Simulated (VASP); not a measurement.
Wanted: the native input for a VASP 6.6.1 run.

| Item | Value |
| --- | --- |
| Task | relaxation of cell and atoms |
| Functional | r2SCAN |
| Potentials or basis | VASP PAW PBE potentials, release 64 (Sr_sv, Cl) |
| Cutoff | 600 eV |
| k mesh | 8 × 8 × 8 |
| Occupations | gaussian, width 0.03 eV |
| Spin | no spin polarisation |
| Further INCAR settings | ALGO = Normal; EDIFF = 1e-07; IBRION = 2; EDIFFG = -0.005; NSW = 90; ISIF = 3 |

The structure of SrCl2 lies in POSCAR:

```
SrCl2                                   
1.0
    0.0000000000      3.5005589259      3.5005589259
    3.5005589259     -0.0000000000      3.5005589259
    3.5005589259      3.5005589259      0.0000000000
  Sr              Cl            
     1     2
Direct
     0.0000000000000000    0.0000000000000000    0.0000000000000000
     0.2500000000000000    0.2500000000000000    0.2500000000000000
     0.7500000000000000    0.7500000000000000    0.7500000000000000
```

These files were run (other wordings do the same):

INCAR

```
SYSTEM = SrCl2
ALGO = Normal ; EDIFF = 1E-7
EDIFFG = -0.005 ; ENCUT = 600
IBRION = 2 ; ISIF = 3
ISMEAR = 0 ; LASPH = .True.
LCHARG = .False. ; LMIXTAU = .True.
LREAL = .False. ; LWAVE = .False.
METAGGA = R2SCAN ; NELM = 80
NSW = 90 ; PREC = Accurate
SIGMA = 0.03
```

KPOINTS

```
k-points
0
Gamma
  8 8 8
  0 0 0
```

Potentials or basis: VASP PAW PBE potentials, release 64 (Sr_sv, Cl).

Run with:

```console
$ cat potpaw_PBE.64/Sr_sv/POTCAR potpaw_PBE.64/Cl/POTCAR > POTCAR
$ mpirun -np 1 vasp_std > vasp.out
```

It gave:

```json
{"Pressure after relaxing": "0.0 GPa", "Band gap on the k mesh": "5.93 eV, indirect (least direct gap 6.00 eV)"}
```

Caveat: the relaxation stopped at its first step, so nothing moved; the PAW data sets were made with another functional, which shifts forces and pressure a little.

Run time: 2.4 min on 1 thread of Intel(R) Xeon(R) 6975P-C (Granite Rapids), with other jobs on the host, peak memory 0.28 GiB.
